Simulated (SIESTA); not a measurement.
# Sb under changes of volume

One of the cells (26.666 Å³/atom); the others are scaled copies at fixed shape and fractional positions:

```xyz
1
Lattice="0.0000 2.3712 2.3712 2.3712 0.0000 2.3712 2.3712 2.3712 0.0000" Properties=species:S:1:pos:R:3 pbc="T T T"
Sb    0.0000    0.0000    0.0000
```

This isn't the form of Sb at room conditions, which is rhombohedral.

```yaml
Program: SIESTA 5.4.2
Functional: PBEsol
Potentials_or_basis: PseudoDojo 0.4 standard (PBEsol files)
Basis: DZP (energy shift 0.003 Ry; two zetas on semicore shells)
Grid_cutoff: 500 Ry
Energy_shift: 0.003 Ry
k_mesh: 10 × 10 × 10
Occupations: fermi-dirac, width 0.05 eV
Spin: no spin polarisation
```

```tsv
volume (Å³/atom)	energy over the lowest point (meV/atom)	pressure (GPa)
25.066	?	?
25.599	16.06	3.9
26.133	6.03	2.3
26.666	0.72	0.8
27.199	0.00	-0.5
27.733	3.75	-1.8
28.266	11.63	-2.9
```

Question: What does the run at 25.066 Å³/atom give?

Answer: Energy over the lowest point 31.75 meV/atom; pressure 5.8 GPa.

Worked out: A Birch-Murnaghan fit of order 3 (a polynomial in V^(-2/3)) to the other rows has its minimum at 27.02 Å³/atom with B0 = V·E''(V) = 68 GPa (rough, since the energies scatter). It gives 31.01 meV/atom at 25.066 Å³/atom, against the run's 31.75, and -dE/dV = 5.2 GPa, against 5.8.

Energies are extrapolated to zero smearing.

Caveats: the basis of atomic orbitals isn't converged, which shifts pressures, moduli and gaps.
